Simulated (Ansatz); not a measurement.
# WS2 under changes of volume

One of the cells (17.744 Å³/atom); the others are scaled copies at fixed shape and fractional positions:

```xyz
3
Lattice="1.5790 0.9116 6.1633 -1.5790 0.9116 6.1633 0.0000 -1.8233 6.1633" Properties=species:S:1:pos:R:3 pbc="T T T"
W     0.0000    0.0000    0.0000
S     0.0000    0.0000   10.7427
S     0.0000    0.0000   13.8730
```

Measurements of this composition are mostly on another form, of space group No. 194.

| Quantity | Value |
| --- | --- |
| Program | Ansatz 0.2.0 |
| Functional | LDA |
| Potentials or basis | all-electron LAPW, scalar-relativistic |
| Cutoff | 265 eV (chosen from the basis error) |
| Basis error allowed | 0.002 eV/atom |
| k mesh | 10 × 10 × 10 |
| Occupations | fermi-dirac, width 0.05 eV |
| Spin | no spin polarisation |

| volume (Å³/atom) | energy over the lowest point (meV/atom) | pressure (GPa) | gap on the mesh (eV) | largest force (eV/Å) |
| --- | --- | --- | --- | --- |
| 16.679 | ? | ? | ? | ? |
| 17.034 | 3.66 | 3.6 | 0.94 | 0.799 |
| 17.389 | 0.00 | -0.2 | 0.97 | 0.613 |
| 17.744 | 4.31 | -3.6 | 0.99 | 0.585 |
| 18.099 | 15.75 | -6.7 | 1.01 | 0.884 |
| 18.454 | 33.60 | -9.4 | 1.03 | 1.180 |
| 18.809 | 57.18 | -11.8 | 1.04 | 1.453 |

**Question.** What does the run at 16.679 Å³/atom give?

**Answer.** Energy over the lowest point 16.21 meV/atom; pressure 7.8 GPa; gap on the mesh 0.91 eV; largest force 1.236 eV/Å.

Worked out: A Birch-Murnaghan fit of order 3 (a polynomial in V^(-2/3)) to the other rows has its minimum at 17.37 Å³/atom with B0 = V·E''(V) = 177 GPa and B' = 4.4 at fixed shape and positions, which overstates the stiffness. It gives 16.21 meV/atom at 16.679 Å³/atom, against the run's 16.21, and -dE/dV = 7.8 GPa, against 7.8. A straight line through the other rows of the gap, of slope 1.01 eV per unit of ln V, extrapolates to 0.92 eV, against the run's 0.91.

Energies are extrapolated to zero smearing.

Caveats: spin-orbit coupling is left out, which moves the levels of the heavy elements; forces of over 1 eV/Å show positions far from the minimum, so gaps and moduli don't describe the material at rest (some runs).

A mesh can miss the band edges.

The runs don't all hold the same shells in valence.
